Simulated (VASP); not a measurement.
# CuAu: heating or cooling by molecular dynamics

CuAu, P4/mmm (no. 123), 8 atoms in the cell. PBE, molecular dynamics; PAW potentials Au, Cu (PBE set).

Ensemble: ramp; Target temperature (K): 300; Final target temperature (K): 800; Thermostat: Nose-Hoover, SMASS 0.1.

## Input

INCAR:
```
GGA = PE
PREC = Normal
ENCUT = 300
EDIFF = 1E-5
NELMIN = 4
NELM = 60
ALGO = Fast
LREAL = Auto
LASPH = True
ISMEAR = -1
SIGMA = 0.05
ISYM = 0
LWAVE = False
LCHARG = False
IBRION = 0
NSW = 203
POTIM = 3.0
TEBEG = 300
TEEND = 800
ISIF = 2
RANDOM_SEED = 916231 0 0
MDALGO = 2
SMASS = 0.1
KPAR = 4
```

KPOINTS:
```
k-points
0
Gamma
  2 2 3
```

POSCAR:
```
CuAu
1.0
    5.6214989104      0.0000000000      0.0000000000
    0.0000000000      5.6214989104      0.0000000000
    0.0000000000      0.0000000000      3.6850000000
Au Cu
4 4
Direct
    0.0000000000      0.0000000000      0.0000000000
    0.0000000000      0.5000000000      0.0000000000
    0.5000000000      0.0000000000      0.0000000000
    0.5000000000      0.5000000000      0.0000000000
    0.2500000000      0.2500000000      0.5000000000
    0.2500000000      0.7500000000      0.5000000000
    0.7500000000      0.2500000000      0.5000000000
    0.7500000000      0.7500000000      0.5000000000
```

Commands:
```
cat potpaw_PBE.64/Au/POTCAR potpaw_PBE.64/Cu/POTCAR > POTCAR
mpirun -np 4 vasp_std > vasp.out
```

## Result

- Mean temperature (K): 552
- Rise of the mean potential energy above the start (meV/atom): 60.7
- Mean pressure (GPa): 7.51
- Electronic steps per ionic step after the first: 4.0

Course of the run:

| Time (fs) | Temperature (K) | Potential energy less the first (meV/atom) |
|---|---|---|
| 3 | 302 | 0.0 |
| 48 | 105 | 34.7 |
| 96 | 814 | 64.5 |
| 141 | 342 | 51.3 |
| 192 | 450 | 49.2 |
| 237 | 441 | 27.7 |
| 282 | 465 | 32.0 |
| 330 | 749 | 103.5 |
| 375 | 603 | 95.1 |
| 420 | 567 | 66.7 |
| 471 | 586 | 65.2 |
| 516 | 905 | 93.9 |
| 564 | 627 | 78.0 |
| 609 | 740 | 65.9 |

REPORT:
```
MDALGO =   2
               SCALING =       0
                 CNEXP =     9.000   14.000
           RANDOM_SEED =            916231                0                0

   original number of atomic DOF:         21
   number of independent constraints:      0
   number of active DOF:                  21

========================================
         MD step No.       1
========================================

  Atomic velocities initialized by STEP_tb

  >Energies
                    E_tot             E_pot             E_kin               EPS                ES
   e_b>   -0.27178156E+02   -0.27451830E+02    0.27367449E+00    0.00000000E+00    0.00000000E+00

  >Temperature
               T_sim     T_inst
   tmprt>    302.463    302.461

  >Thermostat:
           s(n+1) sdot(n+1)      s(n)   sdot(n)        Qs
   s_b>  -0.00000  -0.00000   0.00000   0.00000   0.10000

           RANDOM_SEED =            916231               48                0

[... steps left out ...]

========================================
         MD step No.     203
========================================

  >Energies
                    E_tot             E_pot             E_kin               EPS                ES
   e_b>   -0.28185763E+02   -0.26924585E+02    0.66913511E+00    0.16296185E-01   -0.19466092E+01

  >Temperature
               T_sim     T_inst
   tmprt>    800.000    739.518

  >Thermostat:
           s(n+1) sdot(n+1)      s(n)   sdot(n)        Qs
   s_b>  -1.31663   0.02602  -1.34460   0.02993   0.10000

           RANDOM_SEED =            916231               48                0
```

OSZICAR:
```
N       E                     dE             d eps       ncg     rms          rms(c)
DAV:   1     0.757858831188E+03    0.75786E+03   -0.27655E+04   840   0.157E+03
DAV:   2     0.683932370611E+02   -0.68947E+03   -0.65476E+03   864   0.413E+02
DAV:   3    -0.276673745816E+02   -0.96061E+02   -0.90233E+02  1016   0.178E+02
DAV:   4    -0.313844836907E+02   -0.37171E+01   -0.36889E+01  1196   0.424E+01
DAV:   5    -0.314235669104E+02   -0.39083E-01   -0.39026E-01  1240   0.438E+00    0.236E+01
RMM:   6    -0.287959187315E+02    0.26276E+01   -0.29050E+01   832   0.542E+01    0.118E+01
RMM:   7    -0.279657857595E+02    0.83013E+00   -0.14465E+01   841   0.336E+01    0.132E+01
RMM:   8    -0.274746715529E+02    0.49111E+00   -0.15176E+00   849   0.113E+01    0.575E+00
RMM:   9    -0.274911061566E+02   -0.16435E-01   -0.46308E-01   838   0.713E+00    0.187E+00
RMM:  10    -0.274478159332E+02    0.43290E-01   -0.37773E-01   881   0.506E+00    0.543E-01
RMM:  11    -0.274565675681E+02   -0.87516E-02   -0.10242E-01   943   0.144E+00    0.619E-01
RMM:  12    -0.274531266023E+02    0.34410E-02   -0.12676E-02   866   0.955E-01    0.316E-01
[... left out ...]
    197 T=   963. E= -.28149083E+02 F= -.26899082E+02 E0= -.26873549E+02  EK= 0.87100E+00 SP= -.21E+01 SK= 0.92E-03
    202 T=   781. E= -.28179806E+02 F= -.26919936E+02 E0= -.26896462E+02  EK= 0.70691E+00 SP= -.20E+01 SK= 0.18E-01
[... last step whole ...]
       N       E                     dE             d eps       ncg     rms          rms(c)
DAV:   1    -0.269244642990E+02   -0.45325E-02   -0.14267E-02  1544   0.202E+00    0.166E-02
RMM:   2    -0.269245601286E+02   -0.95830E-04   -0.84304E-04   917   0.201E-01    0.206E-02
RMM:   3    -0.269245799894E+02   -0.19861E-04   -0.26385E-04   775   0.952E-02    0.521E-03
RMM:   4    -0.269245852721E+02   -0.52827E-05   -0.53029E-05   605   0.388E-02
    203 T=   740. E= -.28185763E+02 F= -.26924585E+02 E0= -.26901743E+02  EK= 0.66914E+00 SP= -.19E+01 SK= 0.16E-01
```

Limits: 609 fs of 8 atoms are too short for converged averages; the cell is only 3.7 Å across, so each atom moves in step with near copies of itself.

VASP 6.6.1 took 217 s on 4 cores (AMD EPYC 9R45 (Zen 5)), a shared host.
